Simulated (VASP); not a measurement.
# Input and output of a VASP r²SCAN single-point calculation on CdS (strained zincblende)

INCAR

```
EDIFF = 1E-7
LREAL = .FALSE.
ISIF = 2
NELM = 120
IBRION = -1
LWAVE = .FALSE.
METAGGA = R2SCAN
SIGMA = 0.01
NBANDS = 16
ALGO = Normal
ISMEAR = 0
LASPH = .TRUE.
PREC = Accurate
NSW = 0
LCHARG = .FALSE.
ENCUT = 520
```

KPOINTS

```
KPOINTS created by Atomic Simulation Environment
0
Gamma
8 8 8
0 0 0
```

KPOINTS_OPT

```
special points
6
Reciprocal
0.0000000000 0.0000000000 0.0000000000 1
-0.5000000000 -0.5000000000 0.0000000000 1
-0.3750000000 -0.3750000000 0.2500000000 1
-0.3750000000 0.0000000000 0.3750000000 1
0.0000000000 0.0000000000 0.5000000000 1
-0.5000000000 -0.2500000000 0.2500000000 1
```

POSCAR

```
Cd S
 1.0000000000000000
     0.0000000000000000    3.0567834368000000    2.7523563374000002
     3.0567834368000000    0.0000000000000000    2.7523563374000002
     3.0567834368000000    3.0567834368000000    0.0000000000000000
 Cd  S
   1   1
Cartesian
  0.0000000000000000  0.0000000000000000  0.0000000000000000
  1.5283917184000000  1.5283917184000000  1.3761781687000001
```

VASP ran with the recommended PBE PAW datasets (18 valence electrons in the cell).

Command

```
mpirun -np 1 vasp_std
```

OSZICAR

```
N       E                     dE             d eps       ncg     rms          rms(c)
DAV:   1     0.816457233267E+02    0.81646E+02   -0.92758E+03  1936   0.105E+03
DAV:   2    -0.305641660970E+02   -0.11221E+03   -0.10546E+03  2256   0.255E+02
DAV:   3    -0.348436502936E+02   -0.42795E+01   -0.42698E+01  2344   0.524E+01
DAV:   4    -0.348692129651E+02   -0.25563E-01   -0.25560E-01  2376   0.395E+00
DAV:   5    -0.348695552051E+02   -0.34224E-03   -0.34223E-03  2352   0.429E-01    0.713E+00
DAV:   6    -0.296790695289E+02    0.51905E+01   -0.31989E+00  1944   0.260E+01    0.857E+00
DAV:   7    -0.296467864900E+02    0.32283E-01   -0.29123E-01  2432   0.546E+00    0.523E+00
DAV:   8    -0.296620941368E+02   -0.15308E-01   -0.60825E-02  2264   0.272E+00    0.120E+00
DAV:   9    -0.296663761342E+02   -0.42820E-02   -0.63435E-03  2536   0.677E-01    0.185E-01
DAV:  10    -0.296666388736E+02   -0.26274E-03   -0.23835E-03  2312   0.494E-01    0.169E-01
DAV:  11    -0.296665799572E+02    0.58916E-04   -0.15111E-04  2312   0.178E-01    0.976E-02
DAV:  12    -0.296665582225E+02    0.21735E-04   -0.17379E-04  2280   0.146E-01    0.382E-02
DAV:  13    -0.296665570412E+02    0.11813E-05   -0.34534E-06  2256   0.240E-02    0.615E-03
DAV:  14    -0.296665566997E+02    0.34154E-06   -0.24125E-07  2376   0.496E-03    0.194E-03
DAV:  15    -0.296665566296E+02    0.70114E-07   -0.36226E-08  1312   0.141E-03
   1 F= -.29666557E+02 E0= -.29666557E+02  d E =-.119145E-74
       N       E                     dE             ncg
DAV:   1     0.204895149268E+04   -0.31659E+04      200
DAV:   2     0.138948733641E+04   -0.65946E+03      232
DAV:   3     0.136450647774E+04   -0.24981E+02      240
DAV:   4     0.136435893417E+04   -0.14754E+00      240
DAV:   5     0.136435697515E+04   -0.19590E-02      248
DAV:   6     0.136435693741E+04   -0.37745E-04      240
DAV:   7     0.136435693652E+04   -0.88951E-06      240
DAV:   8     0.136435693650E+04   -0.21348E-07      208
```

From OUTCAR

```
k-points           NKPTS =     59   k-points in BZ     NKDIM =     59   number of bands    NBANDS=     16

   NELECT =      18.0000    total number of electrons

   dimension x,y,z NGX =    32 NGY =   32 NGZ =   32
   dimension x,y,z NGXF=    64 NGYF=   64 NGZF=   64

  energy-cutoff  :      520.00
  volume of cell :       51.44
      direct lattice vectors                 reciprocal lattice vectors
     0.000000000  3.056783437  2.752356337    -0.163570632  0.163570632  0.181662524
     3.056783437  0.000000000  2.752356337     0.163570632 -0.163570632  0.181662524
     3.056783437  3.056783437  0.000000000     0.163570632  0.163570632 -0.181662524

 k-points in reciprocal lattice and weights: KPOINTS created by Atomic Simulation Env
   0.00000000  0.00000000  0.00000000       0.002
   0.12500000  0.00000000  0.00000000       0.016
   0.25000000  0.00000000  0.00000000       0.016
   0.37500000  0.00000000  0.00000000       0.016
   0.50000000  0.00000000  0.00000000       0.008
   0.12500000  0.12500000  0.00000000       0.004
   0.25000000  0.12500000  0.00000000       0.016
   0.37500000  0.12500000  0.00000000       0.016
   ...

 E-fermi :   1.0241

 k-point     1 :       0.0000    0.0000    0.0000
  band No.  band energies     occupation
      1     -11.8882      2.00000
      2      -7.1064      2.00000
      3      -7.1064      2.00000
      4      -7.0547      2.00000
      5      -6.6589      2.00000
      6      -6.6282      2.00000
      7       0.6427      2.00000
      8       0.6427      2.00000
      9       0.8972      2.00000
     10       2.2260      0.00000
     11       7.8870      0.00000
     12       7.8900      0.00000
     13       7.8900      0.00000
     14      11.9932      0.00000
     15      12.3735      0.00000
     16      13.0880      0.00000

 k-point     2 :       0.1250    0.0000    0.0000
  band No.  band energies     occupation
      1     -11.8293      2.00000
      2      -7.0865      2.00000
      3      -7.0689      2.00000
      4      -7.0181      2.00000
      5      -6.6556      2.00000
      6      -6.6311      2.00000
      7      -0.2362      2.00000
      8       0.5138      2.00000
      9       0.7256      2.00000
     10       3.0321      0.00000
     11       7.4913      0.00000
     12       8.0294      0.00000
     13       8.1684      0.00000
     14      11.5594      0.00000
     15      12.0883      0.00000
     16      13.3502      0.00000

 k-point     3 :       0.2500    0.0000    0.0000
  band No.  band energies     occupation
      1     -11.6864      2.00000
      2      -7.0455      2.00000
      3      -7.0067      2.00000
      4      -6.8518      2.00000
      5      -6.6384      2.00000
      6      -6.6304      2.00000
      7      -1.6618      2.00000
      8       0.2213      2.00000
      9       0.5033      2.00000
     10       3.8698      0.00000
     11       7.3161      0.00000
     12       8.1185      0.00000
     13       8.6968      0.00000
     14      11.6377      0.00000
     15      11.6851      0.00000
     16      12.9963      0.00000

 k-point     4 :       0.3750    0.0000    0.0000
  band No.  band energies     occupation
      1     -11.5435      2.00000
      2      -7.0167      2.00000
      3      -6.9623      2.00000
      4      -6.6537      2.00000
      5      -6.6052      2.00000
      6      -6.5040      2.00000
      7      -2.9067      2.00000
      8      -0.0514      2.00000
      9       0.3009      2.00000
     10       4.0800      0.00000
     11       7.9464      0.00000
     12       7.9487      0.00000
     13       8.9470      0.00000
     14      11.8042      0.00000
     15      12.9059      0.00000
     16      12.9789      0.00000

 k-point     5 :       0.5000    0.0000    0.0000
  band No.  band energies     occupation
      1     -11.4847      2.00000
      2      -7.0087      2.00000
      3      -6.9473      2.00000
      4      -6.6378      2.00000
      5      -6.5863      2.00000
      6      -6.2974      2.00000
      7      -3.4630      2.00000
      8      -0.1600      2.00000
      9       0.2206      2.00000
     10       4.0662      0.00000
     11       7.8441      0.00000
     12       8.4746      0.00000
     13       8.8677      0.00000
     14      12.0665      0.00000
     15      13.4388      0.00000
     16      14.2125      0.00000

 k-point     6 :       0.1250    0.1250    0.0000
  band No.  band energies     occupation
      1     -11.8022      2.00000
      2      -7.0661      2.00000
      3      -7.0661      2.00000
      4      -7.0134      2.00000
      5      -6.6426      2.00000
      6      -6.6353      2.00000
      7      -0.0936      2.00000
      8       0.3192      2.00000
      9       0.3192      2.00000
     10       3.4139      0.00000
     11       6.9828      0.00000
     12       8.2394      0.00000
     13       8.2394      0.00000
     14      11.8637      0.00000
     15      12.1528      0.00000
     16      14.1190      0.00000

 k-point     7 :       0.2500    0.1250    0.0000
  band No.  band energies     occupation
      1     -11.6834      2.00000
      2      -7.0196      2.00000
      3      -7.0190      2.00000
      4      -6.9061      2.00000
      5      -6.6255      2.00000
      6      -6.6223      2.00000
      7      -1.2442      2.00000
      8      -0.0122      2.00000
      9       0.2132      2.00000
     10       4.2193      0.00000
     11       6.5378      0.00000
     12       8.5166      0.00000
     13       8.6305      0.00000
     14      11.1158      0.00000
     15      12.3336      0.00000
     16      13.6594      0.00000

 k-point     8 :       0.3750    0.1250    0.0000
  band No.  band energies     occupation
      1     -11.5426      2.00000
      2      -6.9840      2.00000
      3      -6.9702      2.00000
      4      -6.7475      2.00000
      5      -6.5944      2.00000
      6      -6.4968      2.00000
      7      -2.5047      2.00000
      8      -0.2800      2.00000
      9      -0.0015      2.00000
     10       4.5484      0.00000
     11       7.0405      0.00000
     12       8.4460      0.00000
     13       8.5751      0.00000
     14      11.4651      0.00000
     15      13.3110      0.00000
     16      13.5333      0.00000

 k-point     9 :       0.5000    0.1250    0.0000
  band No.  band energies     occupation
      1     -11.4626      2.00000
      2      -6.9736      2.00000
      3      -6.9407      2.00000
      4      -6.6799      2.00000
      5      -6.5847      2.00000
      6      -6.2631      2.00000
      7      -3.2923      2.00000
      8      -0.3474      2.00000
      9      -0.2247      2.00000
     10       4.5617      0.00000
     11       7.5793      0.00000
     12       8.2649      0.00000
     13       8.8196      0.00000
     14      12.0438      0.00000
     15      13.9493      0.00000
     16      14.1339      0.00000

 k-point    10 :      -0.3750    0.1250    0.0000
  band No.  band energies     occupation
      1     -11.4891      2.00000
      2      -6.9837      2.00000
      3      -6.9364      2.00000
      4      -6.6468      2.00000
      5      -6.6126      2.00000
      6      -6.3788      2.00000
      7      -3.0831      2.00000
      8      -0.3072      2.00000
      9      -0.1816      2.00000
     10       4.6180      0.00000
     11       7.4624      0.00000
     12       8.2387      0.00000
     13       8.9403      0.00000
     14      12.5054      0.00000
     15      12.7154      0.00000
     16      13.8371      0.00000

 k-point    11 :      -0.2500    0.1250    0.0000
  band No.  band energies     occupation
      1     -11.6074      2.00000
      2      -7.0168      2.00000
      3      -6.9548      2.00000
      4      -6.7193      2.00000
      5      -6.6498      2.00000
      6      -6.6332      2.00000
      7      -2.0995      2.00000
      8      -0.1616      2.00000
      9       0.1359      2.00000
     10       4.4985      0.00000
     11       7.3394      0.00000
     12       8.3257      0.00000
     13       8.3313      0.00000
     14      11.1150      0.00000
     15      12.4676      0.00000
     16      14.3184      0.00000

 k-point    12 :      -0.1250    0.1250    0.0000
  band No.  band energies     occupation
      1     -11.7487      2.00000
      2      -7.0632      2.00000
      3      -6.9949      2.00000
      4      -6.9568      2.00000
      5      -6.6625      2.00000
      6      -6.6313      2.00000
      7      -0.9848      2.00000
      8       0.2673      2.00000
      9       0.4320      2.00000
     10       3.7662      0.00000
     11       7.4243      0.00000
     12       8.1918      0.00000
     13       8.2290      0.00000
     14      10.8496      0.00000
     15      11.7775      0.00000
     16      14.3574      0.00000

 ...

  Total       -0.4206057     -0.4206057      0.0842903      0.0000000      0.0000000     -0.0000000
  in kB      -13.1015205    -13.1015205      2.6255723      0.0000000      0.0000000     -0.0000000
  external PRESSURE =      -7.8591562 kB  Pullay stress =       0.0000000 kB

 POSITION                                       TOTAL-FORCE (eV/Angst)
 -----------------------------------------------------------------------------------
      0.00000      0.00000      0.00000        -0.000000     -0.000000      0.000000
      1.52839      1.52839      1.37618         0.000000      0.000000     -0.000000
 -----------------------------------------------------------------------------------
    total drift:                               -0.000006     -0.000006     -0.000002

  FREE ENERGIE OF THE ION-ELECTRON SYSTEM (eV)
  ---------------------------------------------------
  free  energy   TOTEN  =       -29.6665566296 eV

  energy  without entropy=      -29.6665566296  energy(sigma->0) =      -29.66655663
```

| Property | Result |
| --- | --- |
| gap between bands v and c | 1.33 eV |
| least direct gap | 1.33 eV |
| pressure | -0.8 GPa |

Band v is the last that the valence electrons fill when counted band by band, and c is the next.

The run took about 98 s on one core of a shared host (Intel Xeon Platinum 8488C) and held 0.22 GiB at most.
